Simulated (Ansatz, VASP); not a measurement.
# Ca: VASP beside Ansatz

The input INCAR:

```
PREC = Accurate
ENCUT = 520
EDIFF = 1E-6
ISMEAR = -1
SIGMA = 0.08
LREAL = F
LASPH = T
NELM = 100
ALGO = Normal
ISIF = 2
LWAVE = F
LCHARG = F
GGA = PS
NBANDS = 11
```

KPOINTS

```
regular mesh
0
Gamma
  12 12 12
```

Contents of POSCAR:

```
Ca
1.0
    0.0000000000      2.7278273987      2.7278273987
    2.7278273987      0.0000000000      2.7278273987
    2.7278273987      2.7278273987      0.0000000000
Ca
1
Direct
    0.0000000000      0.0000000000      0.0000000000
```

Input for Ansatz:

```yaml
crystal:
  lattice:
    - [0.0, 2.72782739866, 2.72782739866]
    - [2.72782739866, 0.0, 2.72782739866]
    - [2.72782739866, 2.72782739866, 0.0]
  atoms:
    - { symbol: Ca, position: [0.0, 0.0, 0.0] }
kpoints:
  mp_grid: { grid: [12, 12, 12] }
scf:
  occupations: { method: fermi_dirac, width: 0.08 }
hamiltonian:
  xc: pbesol
  pseudopotentials: { kind: all_electron, lapw: { basis_error: 0.001 } }
output:
  forces: true
  stress: true
  eigenvalues: true
  eigenstates:
    nscf_kmesh: { grid: [16, 16, 16] }
    de_dk: true
    e_range: [-14, 14]
  optics:
    e_range: [0, 25]
    de: 0.2
    sigma: 0.15
    bands: { spectra_wanted_up_to: 25 }
    nscf_kmesh: { grid: [16, 16, 16] }
    drude_damping: 0.05
checkpoint:
  write: ck
  write_wavefunctions: false
```

Alike in both runs: task single point; functional PBEsol; k mesh 12 × 12 × 12; occupations fermi-dirac, width 0.08 eV; no spin polarisation.

|  | VASP | Ansatz |
| --- | --- | --- |
| version | VASP 6.6.1 | Ansatz 0.2.0 |
| potentials or method | VASP PAW PBE potentials, release 64 (Ca_sv) | all-electron LAPW, scalar-relativistic |
| plane-wave cutoff (eV) | 520 | see its input |

```tsv
	VASP	Ansatz	Ansatz less VASP
pressure (GPa)	0.0	0.0	+0.01
```

Ansatz ran all-electron here, so the differences hold the error of VASP's frozen core and of both bases. Ansatz warned: «optics_on_partly_filled_bands».

Caveats: the PAW data sets were made with another functional, which shifts forces and pressure a little (VASP).
